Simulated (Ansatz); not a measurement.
## KCl (Sylvite) in Ansatz: the effect of functional

The system is KCl (Sylvite).

```
K Cl
1.0
     0.00000    3.14647    3.14647
     3.14647    0.00000    3.14647
     3.14647    3.14647    0.00000
K Cl
1 1
Direct
  0.00000 0.00000 0.00000
  0.50000 0.50000 0.50000
```

Alike in all runs:

* Program: Ansatz 0.2.0
* Task: single point
* Potentials or basis: all-electron PAW datasets made for the crystal
* k mesh: 6 × 6 × 6
* Occupations: fermi-dirac, width 0.05 eV
* Spin: no spin polarisation

```tsv
functional	cutoff	gap on the mesh (eV)	pressure (GPa)
PBE	220 eV (chosen from the basis error)	5.19	0.8
HSE06	250 eV (chosen from the basis error)	?	?
PBE0	250 eV (chosen from the basis error)	7.24	0.4
```

**Question.** What does the run with functional HSE06 give?

**Answer.** gap on the mesh 6.50 eV; pressure 0.4 GPa.

